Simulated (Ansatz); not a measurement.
# Zn: the cost of one run

Method: DFT PBE, scalar-relativistic, plane waves, PAW, in Ansatz 0.2.0.

1 further run of the same task is left out (set aside as unsound or not needed).

## 1. The system as given

Symmetry: Fm-3m, No. 225, cubic system. The conventional cell has a = 3.929 Å, b = 3.929 Å, c = 3.929 Å, α = 90.00°, β = 90.00°, γ = 90.00°. Zn (site symmetry m-3m) has 12 Zn at 2.78 Å as nearest neighbours.

Structure file:

```
CELL_PARAMETERS angstrom
0.00000 1.96434 1.96434
1.96434 0.00000 1.96434
1.96434 1.96434 0.00000
ATOMIC_POSITIONS crystal
Zn 0.00000 0.00000 0.00000
```

It goes back to an entry of the Materials Project, which need not be the stable form.

This cell was relaxed beforehand with the same method: volume 15.16 Å³/atom, gap on the mesh none (metal).

## 2. The scan

The energy is mapped over two homogeneous strains (x along [1 0 0], y along [0 1 0], z along [0 0 1] of the conventional cell).

- engineering shear strain xy: 7 values from −14.0 to 14.0 %
- normal strain along z: 7 values from −7.00 to 7.00 %

Nothing else is relaxed (symmetry fixes all fractional coordinates). Energies count from the relaxed crystal. Points are written as (first, second).

## 3. The run at (0.0 %, −7.00 %)

Contents of input.yaml:

```yaml
crystal:
  lattice:
    - [0.0, 1.9643393415, 1.8268355876]
    - [1.9643393415, 0.0, 1.8268355876]
    - [1.9643393415, 1.9643393415, 0.0]
  atoms:
    - { symbol: Zn, position: [0.0, 0.0, 0.0] }
basis:
  ecutwfc: 520.0
kpoints:
  mp_grid: { grid: [20, 20, 20] }
hamiltonian:
  xc: pbe
scf:
  occupations: { method: gaussian, width: 0.15 }
output:
  forces: true
  stress: true
  eigenvalues: true
```

The run is started by

```bash
$ ansatz run input.yaml --threads 1 --pin off --max-ram 2048MiB --backend cpu --events-out ev --progress --plain --runs-dir out
```

Q: Estimate wall time and peak memory on 1 thread of Arm Neoverse V2, shared host.

About 6 s, with a peak of 0.4 GiB.
